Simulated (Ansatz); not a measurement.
Crystal: Tc.

```xyz
2
Lattice="2.7400 0.0000 0.0000 -1.3700 2.3729 0.0000 0.0000 0.0000 4.3980" Properties=species:S:1:pos:R:3 pbc="T T T"
Tc    1.3700    0.7910    3.2985
Tc    0.0000    1.5819    1.0995
```

* Program: Ansatz 0.2.0
* Task: single point
* Functional: PBE
* Potentials or basis: Ansatz PAW earlier set
* Cutoff: 500 eV (not typed: the program's choice for these potentials)
* k mesh: 11 × 11 × 6
* Occupations: fermi-dirac, width 0.05 eV
* Spin: no spin polarisation

On this cell: pressure 2.9 GPa; largest force under 0.003 eV/Å; band gap on the k mesh none (metal or under the smearing width).

The same run follows on a disturbed copy (atoms moved at random, drawn with an rms of 0.05 Å):

```
Tc
1.0
     2.74000    0.00000    0.00000
    -1.37000    2.37291    0.00000
     0.00000    0.00000    4.39800
Tc
2
Direct
  0.64995 0.33009 0.74506
  0.34119 0.66573 0.26152
```

Q: What changes?

A: The energy (extrapolated to zero smearing) moves by +4.9 meV/atom; pressure 3.7 GPa; largest force 0.257 eV/Å; band gap on the k mesh none (metal or under the smearing width).

Forces on the atoms (eV/Å):
```
Tc   0.187  0.011  0.175
Tc  -0.187 -0.011 -0.175
```

Stress tensor (GPa, compression positive):
```
 3.46 -1.17  1.05
-1.17  3.96  0.09
 1.05  0.09  3.67
```
